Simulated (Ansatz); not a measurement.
## TiO2 with one atom moved — O-17 NMR of the central transition

Cell: a COD entry, relaxed with PBE at fixed cell and then changed (atom 1 (Ti) moved by 0.10 Å).

```
CELL_PARAMETERS angstrom
4.51500 0.00000 0.00000
0.00000 5.49700 0.00000
0.00000 0.00000 4.93900
ATOMIC_POSITIONS crystal
Ti 0.00000 0.17453 0.27025
Ti 0.50000 0.32547 0.75000
Ti 0.00000 0.82547 0.75000
Ti 0.50000 0.67453 0.25000
O 0.27040 0.38191 0.41969
O 0.22960 0.11809 0.91969
O 0.77040 0.11809 0.58031
O 0.72960 0.38191 0.08031
O 0.72960 0.61809 0.58031
O 0.77040 0.88191 0.08031
O 0.22960 0.88191 0.41969
O 0.27040 0.61809 0.91969
```

Atom numbers follow the list; atoms alike are taken as one site, whose name carries the number of the first.

Method: Kohn–Sham DFT in Ansatz, PBE, plane waves and PAW (field gradients read without the response of the frozen cores, which leaves them typically 4 to 6 % off), scalar-relativistic, 420 eV cutoff, Γ-centred 5×4×4 k-points, Fermi–Dirac smearing 0.02 eV.

O-17 has I = 5/2 and Q = -25.58 mb (Pyykkö 2018); at 14.1 T its Larmor frequency is ν₀ = 81.4 MHz. Only the quadrupole interaction is simulated: positions count from each site's isotropic chemical shift, and J coupling is left out, as are shift anisotropy and dipolar coupling, which fast spinning averages.

Question: What does the O-17 spectrum (fast magic-angle spinning) show for each site?

Answer: 

```tsv
site	first shell	C_Q (MHz)	η	P_Q (MHz)	δ_QIS (ppm)	breadth (kHz)
O5	3 Ti at 1.83–2.09 Å; also 1 Ti at 3.18 Å	1.53	0.39	1.57	-2.22	0.419
O6	3 Ti at 1.87–2.09 Å; also 1 Ti at 3.18 Å	1.76	0.34	1.80	-2.92	0.548
O7	3 Ti at 1.87–2.09 Å; also 1 Ti at 3.18 Å	1.69	0.73	1.84	-3.07	0.571
O8	3 Ti at 1.92–2.09 Å; also 1 Ti at 3.18 Å	2.01	0.60	2.13	-4.09	0.771
O9	3 Ti at 1.87–2.09 Å; also 1 Ti at 3.13 Å	1.64	0.57	1.73	-2.70	0.510
O10	3 Ti at 1.87–2.13 Å; also 1 Ti at 3.18 Å	1.71	0.39	1.75	-2.76	0.521
O11	3 Ti at 1.87–2.05 Å; also 1 Ti at 3.18 Å	1.79	0.60	1.90	-3.26	0.614
O12	3 Ti at 1.87–2.09 Å; also 1 Ti at 3.23 Å	1.83	0.45	1.89	-3.24	0.611
```

δ_QIS = −(ν_Q²/30ν₀²)[I(I+1) − 3/4](1 + η²/3) × 10⁶ ppm with ν_Q = 3|C_Q|/[2I(2I−1)]; it falls as 1/B₀² in ppm, and the breadth as 1/B₀ in kHz.

At O5, O6 and O11 V_zz stands upright on the plane through its three neighbours (within 12°) in each case.

At this cell the PBE pressure is 6 GPa, so with PBE the cell would grow if it were relaxed. With the atom moved the PBE pressure is 6 GPa. The atoms aren't relaxed after the move (largest force 1.7 eV/Å).

Hardware: 1 thread of Intel Xeon Platinum 8259CL CPU @ 2.50GHz (Skylake/Cascade Lake) (x86_64; 16 cores open to the job, memory cap 3.0 GiB, no GPU), a shared host with a load of 0.3 a core. Wall time 39 s, CPU time 38 s, peak memory 0.53 GiB.
